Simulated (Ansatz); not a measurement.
**AlCo: pulling the crystal apart**

This session takes AlCo and sets out to open the crystal across a (1 0 0) plane.

Method: DFT PBEsol, scalar-relativistic, plane waves, PAW, in Ansatz 0.2.0.

2 further runs of the same task are left out: 2 set aside as unsound or not needed.

## Step 1: The structure to begin with

It takes space group Pm-3m (No. 221, cubic). The conventional cell has a = 2.823 Å, b = 2.823 Å, c = 2.823 Å, α = 90.00°, β = 90.00°, γ = 90.00°. Al (site symmetry m-3m) has 8 Co at 2.44 Å as nearest neighbours. Co (site symmetry m-3m) has 8 Al at 2.44 Å as nearest neighbours.

Structure file:

```cif
data_structure
_symmetry_space_group_name_H-M 'P 1'
_symmetry_Int_Tables_number 1
_cell_length_a 2.8226
_cell_length_b 2.8226
_cell_length_c 8.4678
_cell_angle_alpha 90.000
_cell_angle_beta 90.000
_cell_angle_gamma 90.000
_cell_volume 67.46
loop_
_atom_site_label
_atom_site_type_symbol
_atom_site_fract_x
_atom_site_fract_y
_atom_site_fract_z
_atom_site_occupancy
Al1 Al 0.00000 0.00000 0.33333 1
Al2 Al 0.00000 0.00000 0.66667 1
Al3 Al 0.00000 0.00000 0.00000 1
Co1 Co 0.50000 0.50000 0.16667 1
Co2 Co 0.50000 0.50000 0.50000 1
Co3 Co 0.50000 0.50000 0.83333 1
```

It goes back to an entry of the Materials Project.

It is built from the cell relaxed beforehand with the same method (11.24 Å³/atom).

## Step 2: The reference cell

The cell is repeated 3 times, 6 atoms in all. The reference gives a free energy of -16856.3336 eV, pressure 0.04 GPa, largest force 0.000 eV/Å and gap on the mesh none (metal). It was computed beforehand with the settings of the runs below.

## Step 3: Setting up pulling the crystal apart

The cut lies on the cell's a–b face, a (1 0 0) plane of area 7.97 Å², between layers 1.41 Å apart (Al below, Co above); the cell is 8.5 Å thick. Vector c is lengthened by d along the normal with the atoms' Cartesian places fixed: one unrelaxed cut per cell.

## Step 4: Point d = 1.00 Å

input.yaml reads:

```yaml
crystal:
  lattice:
    - [0.0, -2.8225855369, 0.0]
    - [0.0, 0.0, -2.8225855369]
    - [9.4677566106, 0.0, 0.0]
  atoms:
    - { symbol: Al, position: [1.0, 1.0, 0.2235796832] }
    - { symbol: Al, position: [1.0, 1.0, 0.5217058025] }
    - { symbol: Al, position: [1.0, 1.0, 0.8198319218] }
    - { symbol: Co, position: [0.5, 0.5, 0.0745166235] }
    - { symbol: Co, position: [0.5, 0.5, 0.3726427428] }
    - { symbol: Co, position: [0.5, 0.5, 0.6707688621] }
basis:
  ecutwfc: 420
kpoints:
  mp_grid: { grid: [21, 21, 7] }
hamiltonian:
  xc: pbesol
scf:
  occupations: { method: gaussian, width: 0.15 }
output:
  forces: true
  stress: true
  eigenvalues: true
```

On the command line:

```
$ ansatz run input.yaml --threads 2 --pin off --max-ram 5120MiB --backend cpu --events-out ev --progress --plain --runs-dir out
```

## Step 5: At d = 3.00 Å

input.yaml reads:

```yaml
crystal:
  lattice:
    - [0.0, -2.8225855369, 0.0]
    - [0.0, 0.0, -2.8225855369]
    - [11.4677566106, 0.0, 0.0]
  atoms:
    - { symbol: Al, position: [1.0, 1.0, 0.1845869332] }
    - { symbol: Al, position: [1.0, 1.0, 0.4307192529] }
    - { symbol: Al, position: [1.0, 1.0, 0.6768515727] }
    - { symbol: Co, position: [0.5, 0.5, 0.0615207733] }
    - { symbol: Co, position: [0.5, 0.5, 0.3076530931] }
    - { symbol: Co, position: [0.5, 0.5, 0.5537854128] }
basis:
  ecutwfc: 420
kpoints:
  mp_grid: { grid: [21, 21, 7] }
hamiltonian:
  xc: pbesol
scf:
  occupations: { method: gaussian, width: 0.15 }
output:
  forces: true
  stress: true
  eigenvalues: true
```

## Step 6: Point d = 0.50 Å

input.yaml reads:

```yaml
crystal:
  lattice:
    - [0.0, -2.8225855369, 0.0]
    - [0.0, 0.0, -2.8225855369]
    - [8.9677566106, 0.0, 0.0]
  atoms:
    - { symbol: Al, position: [1.0, 1.0, 0.2360454365] }
    - { symbol: Al, position: [1.0, 1.0, 0.5507936683] }
    - { symbol: Al, position: [1.0, 1.0, 0.8655419002] }
    - { symbol: Co, position: [0.5, 0.5, 0.0786713206] }
    - { symbol: Co, position: [0.5, 0.5, 0.3934195524] }
    - { symbol: Co, position: [0.5, 0.5, 0.7081677843] }
basis:
  ecutwfc: 420
kpoints:
  mp_grid: { grid: [21, 21, 7] }
hamiltonian:
  xc: pbesol
scf:
  occupations: { method: gaussian, width: 0.15 }
output:
  forces: true
  stress: true
  eigenvalues: true
```

## Step 7: Point d = 2.00 Å

input.yaml reads:

```yaml
crystal:
  lattice:
    - [0.0, -2.8225855369, 0.0]
    - [0.0, 0.0, -2.8225855369]
    - [10.4677566106, 0.0, 0.0]
  atoms:
    - { symbol: Al, position: [1.0, 1.0, 0.2022207912] }
    - { symbol: Al, position: [1.0, 1.0, 0.4718664891] }
    - { symbol: Al, position: [1.0, 1.0, 0.741512187] }
    - { symbol: Co, position: [0.5, 0.5, 0.0673979422] }
    - { symbol: Co, position: [0.5, 0.5, 0.3370436401] }
    - { symbol: Co, position: [0.5, 0.5, 0.606689338] }
basis:
  ecutwfc: 420
kpoints:
  mp_grid: { grid: [21, 21, 7] }
hamiltonian:
  xc: pbesol
scf:
  occupations: { method: gaussian, width: 0.15 }
output:
  forces: true
  stress: true
  eigenvalues: true
```

## Step 8: Point d = 6.00 Å

input.yaml reads:

```yaml
crystal:
  lattice:
    - [0.0, -2.8225855369, 0.0]
    - [0.0, 0.0, -2.8225855369]
    - [14.4677566106, 0.0, 0.0]
  atoms:
    - { symbol: Al, position: [1.0, 1.0, 0.1463114207] }
    - { symbol: Al, position: [1.0, 1.0, 0.3414063212] }
    - { symbol: Al, position: [1.0, 1.0, 0.5365012217] }
    - { symbol: Co, position: [0.5, 0.5, 0.0487639704] }
    - { symbol: Co, position: [0.5, 0.5, 0.2438588709] }
    - { symbol: Co, position: [0.5, 0.5, 0.4389537715] }
basis:
  ecutwfc: 420
kpoints:
  mp_grid: { grid: [21, 21, 7] }
hamiltonian:
  xc: pbesol
scf:
  occupations: { method: gaussian, width: 0.15 }
output:
  forces: true
  stress: true
  eigenvalues: true
```

(Steps that only read results are left out.)

Before running it: what results should come out? Wanted: largest traction sampled.

**Answer**, as computed:

| quantity | value |
| --- | --- |
| energy at d = 6.00 Å | 6.77 J/m² |
| largest traction sampled | 36.1 GPa at d = 0.50 Å |

At the widest gap the traction has died away, so 6.77 J/m² is the unrelaxed work of separation, the sum of the two faces' energies. The traction peaks at 36.1 GPa near 0.50 Å, an estimate of the ideal strength of rigid blocks on this coarse sampling. The final runs have no spin polarisation, so no magnetic state was tried and one may lie lower.
